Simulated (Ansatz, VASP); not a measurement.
## PtSe2: VASP beside Ansatz

INCAR

```
ALGO = Normal
EDIFF = 1E-6
ENCUT = 520
GGA = PE
ISIF = 2
ISMEAR = 0
LASPH = True
LCHARG = True
LELF = True
LREAL = False
LVHAR = True
LWAVE = False
NBANDS = 18
NELM = 80
PREC = Accurate
SIGMA = 0.15
```

Contents of KPOINTS:

```
k-points
0
Gamma
  12 12 10
```

POSCAR

```
PtSe2
1.0
    3.7798606137      0.0000000000      0.0000000000
   -1.8899303068      3.2734553142      0.0000000000
    0.0000000000      0.0000000000      5.1379300000
Pt Se
1 2
Direct
    0.0000000000      0.0000000000      0.0000000000
    0.3333333333      0.6666666667      0.2500000000
    0.6666666667      0.3333333333      0.7500000000
```

Input for Ansatz:

```yaml
crystal:
  lattice:
    - [3.7798606137, 0.0, 0.0]
    - [-1.8899303068, 3.2734553142, 0.0]
    - [0.0, 0.0, 5.13793]
  atoms:
    - { symbol: Pt, position: [0.0, 0.0, 0.0] }
    - { symbol: Se, position: [0.3333333333, 0.6666666667, 0.25] }
    - { symbol: Se, position: [0.6666666667, 0.3333333333, 0.75] }
basis:
  ecutwfc: 420
kpoints:
  mp_grid: { grid: [12, 12, 10] }
hamiltonian:
  xc: pbe
scf:
  occupations: { method: gaussian, width: 0.15 }
output:
  forces: true
  stress: true
  eigenvalues: true
  write_density: true
  write_potential: true
  elf: true
  volumetric_format: npy
```

Change from the starting cell: strain +0.015 along x and y, +0.015 along z, atoms carried along.

Alike in both runs: task single point; functional PBE; k mesh 12 × 12 × 10; occupations gaussian, width 0.15 eV; no spin polarisation.

|  | VASP | Ansatz |
| --- | --- | --- |
| version | VASP 6.6.1 | Ansatz 0.2.0 |
| potentials or method | VASP PAW PBE potentials, release 64 (Pt, Se) | scalar-relativistic, plane waves, PAW |
| plane-wave cutoff (eV) | 520 | 420 |
| valence electrons in the cell | 22 | 50 |

Ansatz gave:

* gap on the k mesh at the Fermi level (eV): none
* pressure (GPa): 1.4
* largest component of the traceless stress (GPa): 0.05
* rms of the force components (eV/Å): 0.019

Problem. Which values does VASP return?

Solution. gap on the k mesh at the Fermi level (eV): none; pressure (GPa): 1.4; largest component of the traceless stress (GPa): 0.05; rms of the force components (eV/Å): 0.020.

Atom by atom the forces differ by 0.001 eV/Å (rms over components). A gap of «none» marks a metal or a gap that the smearing closes. The functional is the same, so the differences come from potentials, cutoffs and numerics. The two sets of potentials don't hold the same shells in valence.

The runs have no spin-orbit coupling, so splittings on Pt are missing.
